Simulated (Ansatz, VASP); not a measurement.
**Two plane-wave programs on HfN**

INCAR

```
SYSTEM = HfN
ALGO = Normal ; EDIFF = 1E-8
ENCUT = 520 ; GGA = CA
ISIF = 2 ; ISMEAR = -1
LASPH = .True. ; LCHARG = .False.
LEFG = .True. ; LREAL = .False.
LWAVE = .False. ; NBANDS = 14
NELM = 100 ; PREC = Accurate
SIGMA = 0.03
```

KPOINTS

```
k-points
0
Gamma
  10 10 10
  0 0 0
```

File POSCAR:

```
HfN
1.0
    0.0000000000      2.3041800000      2.2590000000
    2.3041800000      0.0000000000      2.2590000000
    2.3041800000      2.3041800000      0.0000000000
Hf N
1 1
Direct
    0.0000000000      0.0000000000      0.0000000000
    0.5000000000      0.5000000000      0.5000000000
```

Input for Ansatz:

```yaml
crystal:
  lattice:
    - [0.0, 2.30418, 2.259]
    - [2.30418, 0.0, 2.259]
    - [2.30418, 2.30418, 0.0]
  atoms:
    - { symbol: Hf, position: [0.0, 0.0, 0.0] }
    - { symbol: "N", position: [0.5, 0.5, 0.5] }
kpoints:
  mp_grid: { grid: [10, 10, 10] }
scf:
  occupations: { method: fermi_dirac, width: 0.03 }
hamiltonian:
  xc: lda
  pseudopotentials: { kind: paw }
output:
  forces: true
  stress: true
  eigenvalues: true
  efg: { contact_densities: true }
  write_density: true
  write_potential: true
  elf: true
  volumetric_format: npy
```

Change from the starting cell: equal xx and yy strain of +2 %, PAW files.

Alike in both runs: task electric field gradients; functional LDA; k mesh 10 × 10 × 10; occupations fermi-dirac, width 0.03 eV; no spin polarisation.

|  | VASP | Ansatz |
| --- | --- | --- |
| version | VASP 6.6.1 | Ansatz 0.2.0 |
| potentials or method | VASP PAW LDA potentials, release 64 (Hf_pv, N) | PAW with Ansatz's default frozen-core files, scalar-relativistic |
| plane-wave cutoff (eV) | 520 | 420 |
| valence electrons in the cell | 15 | 31 |

```csv
,VASP,Ansatz,Ansatz less VASP
pressure (GPa),-19.8,-18.6,+1.24
largest component of the traceless stress (GPa),4.52,4.60,+0.082
Vzz of the field gradient on the site that differs most (V/Å²),-74.7,-86.1,-11.43
```

The two sets of potentials don't hold the same shells in valence. Ansatz warned: «gradients_without_spin_orbit».

Caveats: so large a pressure means that the cell lies far from this level's equilibrium, or that cutoff or potentials fall short (VASP). The runs have no spin-orbit coupling, so splittings on Hf are missing.
